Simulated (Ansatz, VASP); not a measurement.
## Au: VASP beside Ansatz

File INCAR:

```
SYSTEM = Au
PREC     = Accurate       ! precision mode
ENCUT    = 520            ! plane-wave cutoff, eV
EDIFF    = 1E-7           ! SCF threshold, eV
ISMEAR   = -1             ! smearing method
SIGMA    = 0.05           ! smearing width, eV
LREAL    = .False.        ! projectors in reciprocal space
LASPH    = .True.         ! aspherical terms in the spheres
NELM     = 60             ! most SCF steps
ALGO     = Fast           ! electronic algorithm
ISIF     = 2              ! what is computed and relaxed
LWAVE    = .False.        ! write WAVECAR
LCHARG   = .False.        ! write CHGCAR
GGA      = PE             ! functional
NBANDS   = 12             ! bands
```

File KPOINTS:

```
regular mesh
0
Gamma
  10 10 10
  0 0 0
```

POSCAR

```
Au
1.0
    2.8073190000     -0.0433470000     -0.0008520000
   -0.0433470000      2.6634960000     -0.0240980000
   -0.0008520000     -0.0240980000      2.7774360000
Au
1
Direct
    0.4894220000      0.4834150000      0.4898520000
```

The input input.yaml:

```yaml
crystal:
  lattice:
    - [2.807319, -0.043347, -0.000852]
    - [-0.043347, 2.663496, -0.024098]
    - [-0.000852, -0.024098, 2.777436]
  atoms:
    - { symbol: Au, position: [0.489422, 0.483415, 0.489852] }
hamiltonian:
  xc: pbe
  pseudopotentials: { kind: paw, azcp: { folder: soft_1 } }
kpoints:
  mp_grid: { grid: [10, 10, 10] }
scf:
  occupations: { method: fermi_dirac, width: 0.05 }
output:
  forces: true
  stress: true
  eigenvalues: true
```

Change from the starting cell: cell strained at random at fixed volume.

Alike in both runs: task single point; functional PBE; k mesh 10 × 10 × 10; occupations fermi-dirac, width 0.05 eV; no spin polarisation.

|  | VASP | Ansatz |
| --- | --- | --- |
| version | VASP 6.6.1 | Ansatz 0.2.0 |
| potentials or method | VASP PAW PBE potentials, release 64 (Au) | Ansatz PAW soft_1 |
| plane-wave cutoff (eV) | 520 | 420 |
| valence electrons in the cell | 11 | 19 |

|  | VASP | Ansatz | Ansatz less VASP |
| --- | --- | --- | --- |
| gap on the k mesh at the Fermi level (eV) | none | none | - |
| pressure (GPa) | 0.7 | 0.9 | +0.15 |
| largest component of the traceless stress (GPa) | 7.63 | 7.65 | +0.020 |

A gap of «none» marks a metal or a gap that the smearing closes. The two sets of potentials don't hold the same shells in valence.

The runs have no spin-orbit coupling, so splittings on Au are missing.
